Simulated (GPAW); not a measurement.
Runs of GPAW 26.7.0 on V. Symmetry: Im-3m, No. 229, cubic system. The conventional cell has a = 3.029 Å, b = 3.029 Å, c = 3.029 Å, α = 90.00°, β = 90.00°, γ = 90.00°. V (site symmetry m-3m) is surrounded by 8 V at 2.62 Å. 

```tsv
task	level	potentials or basis	cell	optimizer	fmax	max steps	convergence	band path	gap on the mesh (eV)	pressure (GPa)	moment (μB)	relaxed volume (Å³/atom)
relaxation of cell and atoms	PBEsol	PAW data sets generated in the run's folder for this functional, pw	relaxed	FIRE	0.01 eV/Å	40	density=1e-05 forces=0.0001	-	none	0.0	0.00	13.05
band structure	PBEsol	PAW data sets generated in the run's folder for this functional, pw	as given	-	-	-	-	GHNGPH,PN	-	-10.7	0.00	-
band structure	LDA	the program's PAW data sets (release 1.2.1) made for this functional, pw	as given	-	-	-	-	GHNGPH,PN	-	(b)	0.00	-
band structure	RPBE	the program's PAW data sets (release 1.2.1) made for this functional, pw	as given	-	-	-	-	GHNGPH,PN	-	(a)	0.00	-
band structure	revPBE	the program's PAW data sets (release 1.2.1) made for this functional, pw	as given	-	-	-	-	GHNGPH,PN	-	-0.9	0.00	-
relaxation of cell and atoms	LDA	the program's PAW data sets (release 1.2.1) made for this functional, pw	relaxed	FIRE	0.02 eV/Å	40	density=1e-05 forces=0.0001	-	none	0.0	0.00	12.55
relaxation of cell and atoms	RPBE	the program's PAW data sets (release 1.2.1) made for this functional, pw	relaxed	FIRE	0.01 eV/Å	100	density=1e-05 forces=0.0001	-	none	0.0	0.00	13.92
```

Alike in all rows: spin collinear, ferromagnetic start; k mesh 12 × 12 × 12; cutoff (eV) 600; smearing fermi-dirac 0.05 eV.

Question: Estimate the missing entries.

Answer: (a) 0.3; (b) -17.1.

Caveats: each step starts from the last one's moments, so a moment once lost doesn't come back (some runs); later steps reuse the first step's grids (some runs); so large a pressure means that the cell lies far from this level's equilibrium, or that cutoff or potentials fall short (some runs).

A gap of «none» marks a metal or a gap under the smearing width.

Runs at the PBE level aren't shown here.
